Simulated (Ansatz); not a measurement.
An Ansatz input:

```yaml
crystal:
  lattice:
    - [0.0, 2.5589372917, 2.5589372917]
    - [2.5589372917, 0.0, 2.5589372917]
    - [2.5589372917, 2.5589372917, 0.0]
  atoms:
    - { symbol: Tl, position: [0.0, 0.0, 0.0] }
hamiltonian:
  xc: rpbe
  pseudopotentials:
    kind: paw
    azcp:
      Tl: "pseudopotentials/Tl.paw.azcp"
basis:
  ecutwfc: 420
  fft_grid_basis: typed
kpoints:
  mp_grid: { grid: [17, 17, 17], shift: [0, 0, 0] }
magnetization:
  spin_polarized: false
scf:
  occupations: { method: fermi_dirac, width: 0.1 }
```

Output

```
Engine: ansatz 0.2.0, aarch64-unknown-linux-gnu
Pseudopotentials: kind: paw
Pseudopotential: Tl, paw, valence charge 13, recommended cutoff 420 eV (normal) 
Functional definition: RPBE
  parameter kappa = 0.804
  parameter beta = 0.06672455060314922
  exchange = rpbe_x(kappa = kappa, mu = beta*pi^2/3)
  correlation = pbe_c(beta = beta)
Crystal: 1 atoms, lattice volume = 33.513 Å³
Basis set: ecut = 420 eV, 645 PW (Γ)
Bands: 11, of which v1, the nominal top of the filled ones, is band 7 counted from 1 (6 counted from 0)
Symmetry: 48 space group operations
Space group: Fm-3m (ITA 225), of the structure as read, at distance tolerance 3.2e-5 Å
k-points: 165 of 4913
Non-local potential: Tl, projectors of the file, l = 0: 2, l = 1: 2, l = 2: 2, l = 3: 1
PAW form: soft (Blöchl's): semilocal exchange-correlation on the pseudo side does not see the compensation charge
PAW frozen core: Tl, regenerated for the run's functional, and the local potential with it (the file was generated under x = pbe(κ = 0.804, μ = 0.2195149727645171), c = pbe(β = 0.06672455060314922))
PAW one-centre angular grid: Tl, 590 points (default); XC on 64 Gauss nodes
Initial density: superposition of atomic densities (neutral atoms: chi_scale 0, normalization atom), corrected by the library's trained network
Initial wavefunctions: pseudopotential atomic-orbital guess
Functional: x = rpbe, c = pbe(β = 0.06672455060314922)
SCF iter   1: F=—  HF=-11459.101624 eV  |F-HF|=—  |Δ(HF+E_count)|=         —  Δρ=1.81e-3  dr2=1.31e-3  ethr=1.77e-3  ⟨swp⟩=5.4  Hψ=11465  notcnv=0
SCF iter   2: F=—  HF=-11459.100718 eV  |F-HF|=—  |Δ(HF+E_count)|=   9.06e-4  Δρ=8.66e-4  dr2=2.63e-4  ethr=1.00e-5  ⟨swp⟩=2.5  Hψ=4133  notcnv=0
SCF iter   3: F=—  HF=-11459.100660 eV  |F-HF|=—  |Δ(HF+E_count)|=   5.77e-5  Δρ=1.60e-4  dr2=1.31e-5  ethr=2.03e-6  ⟨swp⟩=2.3  Hψ=2893  notcnv=0
SCF iter   4: F=—  HF=-11459.100665 eV  |F-HF|=—  |Δ(HF+E_count)|=   4.89e-6  Δρ=6.29e-5  dr2=1.19e-6  ethr=1.01e-7  ⟨swp⟩=2.3  Hψ=2791  notcnv=0
iter 5 did not close the SCF: its close was put off for the readings that it lacked (scf_convergence_deferred on its scf_iter line)
SCF iter   5: F=-11459.100666 eV  HF=-11459.100666 eV  |F-HF|=1.69e-8  |Δ(HF+E_count)|=   8.44e-7  Δρ=7.21e-6  dr2=2.22e-8  ethr=9.15e-9  ⟨swp⟩=2.4  Hψ=2388  notcnv=0
SCF iter   6: F=-11459.100666 eV  HF=-11459.100666 eV  |F-HF|=1.09e-11  |Δ(HF+E_count)|=   1.84e-8  Δρ=7.22e-7  dr2=1.64e-10  ethr=1.70e-10  ⟨swp⟩=1.0  Hψ=4836  notcnv=0
SCF 1 converged in 6 iterations: F = -11459.100666 eV  dr2 = 1.64e-10
SCF converged after 6 iterations
Free energy (F): -11459.100666 eV
Harris-Foulkes:  -11459.100666 eV  (|F-HF|=1.09e-11)
Internal energy: -11459.076840 eV  (E = F + TS)
E sigma→0 (E₀):  -11459.088753 eV
Entropy (-TS):   -0.023826 eV (-23.826 meV/atom)
Fermi energy:    8.473006 eV
--- Per-component energies (eV) ---
  E_band       = -16.086419
  E_kinetic    = 332.867166
  E_local      = -966.439654  (includes V_loc(G=0)·N_el)
  E_nonlocal   = 316.803633
  E_hartree    = 357.072606
  E_xc         = -230.727516
  E_vxc        = -141.185088  (∫ρ·V_xc dr)
  E_paw        = -10178.705325  (= ΣΔE_a)
  E_vpaw       = -272.277856  (= ΣTr[D̂ρ^β])
  E_aug_tail   = 0.000034  (compensation charges beyond the density's cutoff)
  E_ewald      = -1090.046802
  E_core_change = 0.099018  (= ΣΔE_core)
  E_smearing   = -0.023826  (= −TS)
  E_closure    = 0.000000  (closes the sum)
  Σ components = -11459.100666   (vs F -11459.100666, Δ=0.00e0)
```
